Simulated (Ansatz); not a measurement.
**Band structure of InP**

```xyz
2
Lattice="0.0000 2.8550 2.8550 2.8550 0.0000 2.8550 2.8550 2.8550 0.0000" Properties=species:S:1:pos:R:3 pbc="T T T"
In    0.0000    0.0000    0.0000
P     2.8550    2.8550    2.8550
```

Atoms are numbered in the order listed.

The cell comes from COD entry 1538565, which wasn't checked; take it as a given geometry.

No spin–orbit coupling, which matters for the heavy atoms here.

Computed with DFT, PBE, all-electron LAPW, scalar-relativistic (Ansatz 0.2.0).

Numerical set-up: a Γ-centred 11×11×11 k mesh, Fermi–Dirac smearing of 0.03 eV, basis error target 0.25 meV/atom, no spin polarisation.

Points in fractions of the reciprocal vectors of this cell: Γ (0, 0, 0), X (0.5, 0, 0.5), U (0.625, 0.25, 0.625), K (0.375, 0.375, 0.75), L (0.5, 0.5, 0.5), W (0.5, 0.25, 0.75). The path joins them by straight lines in the order Γ–X–U–K–Γ–L–W–X; legs that retrace an earlier one aren't tabulated. Energies are in eV from the Fermi level.

Problem. Is there a gap?

Solution. none: bands cross the Fermi level, a metal.

Problem. List the levels between -8 and 3 eV at the symmetry points.

Solution. 
Γ: -0.20 (×3), -0.15
X: -4.37, -2.57, -2.02 (×2)
U: -4.71, -3.86, -1.43, 0.11
K: -4.71, -3.86, -1.43, 0.11
L: -6.14, 0.14 (×2), 2.45
W: -4.42, -3.41 (×2), 2.09
